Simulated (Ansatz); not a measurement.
Crystal: TiO2.

```xyz
12
Lattice="6.1536 -1.8835 0.0000 6.1536 1.8835 0.0000 -1.9283 0.0000 6.3290" Properties=species:S:1:pos:R:3 pbc="T T T"
Ti   10.5189    0.0000    1.8329
Ti    1.8562    0.0000    1.7959
Ti   -0.1400    0.0000    4.4961
Ti    8.5226    0.0000    4.5330
O     3.8886    0.0000    1.8569
O     1.9846    0.0000    4.1297
O     8.7534    0.0000    6.2992
O     8.3943    0.0000    2.1993
O    10.3741    0.0000    3.9874
O     1.6255    0.0000    0.0298
O     6.4903    0.0000    4.4721
O     0.0047    0.0000    2.3416
```

The cell comes from a database or a generator and needn't be the stable form of this composition.

| Item | Value |
| --- | --- |
| Program | Ansatz 0.2.0 |
| Task | relaxation of cell and atoms |
| Functional | PBEsol |
| Dispersion | D4 |
| Potentials or basis | Ansatz PAW |
| Cutoff | 420 eV (not typed: the program's choice for these potentials) |
| k mesh | 8 × 8 × 4 |
| Occupations | fermi-dirac, width 0.05 eV |
| Spin | no spin polarisation |

At the start: volume 12.23 Å³/atom.

Task: Where does the relaxation end?

Result: It ends after 9 steps and the volume is 11.71 Å³/atom (-4.2 %); space group C2/m (No. 12, to 0.05 Å).

Step by step:
```tsv
step	energy change (eV)	largest force (eV/Å)	volume (Å³)
1	0.0000	0.1822	146.71
2	-0.1698	0.0495	142.19
3	-0.1882	0.0419	140.57
4	-0.1880	0.0327	140.66
5	-0.1880	0.0058	140.70
6	-0.1882	0.0029	140.67
7	-0.1675	0.0029	140.67
8	-0.1685	0.0031	140.47
9	-0.1677	0.0031	140.47
```

Final structure:
```cif
data_structure
_symmetry_space_group_name_H-M 'P 1'
_symmetry_Int_Tables_number 1
_cell_length_a 6.3402
_cell_length_b 6.3402
_cell_length_c 6.5176
_cell_angle_alpha 106.203
_cell_angle_beta 106.203
_cell_angle_gamma 34.096
_cell_volume 140.47
loop_
_atom_site_label
_atom_site_type_symbol
_atom_site_fract_x
_atom_site_fract_y
_atom_site_fract_z
_atom_site_occupancy
Ti1 Ti 0.89907 0.89907 0.29130 1
Ti2 Ti 0.19480 0.19480 0.28355 1
Ti3 Ti 0.10093 0.10093 0.70870 1
Ti4 Ti 0.80520 0.80520 0.71645 1
O1 O 0.36171 0.36171 0.29450 1
O2 O 0.26400 0.26400 0.65195 1
O3 O 0.86703 0.86703 0.99668 1
O4 O 0.73600 0.73600 0.34805 1
O5 O 0.94160 0.94160 0.62963 1
O6 O 0.13297 0.13297 0.00332 1
O7 O 0.63829 0.63829 0.70550 1
O8 O 0.05840 0.05840 0.37037 1
```

Caveat: the plane-wave basis is chosen anew once the cell has moved, so the energies of steps on either side of that aren't comparable; the pressure holds a Pulay correction of +0.7 GPa for the finite cutoff; the PAW data sets come from PBE, with cores solved anew for the run's functional, which leaves a small shift of forces and pressure.
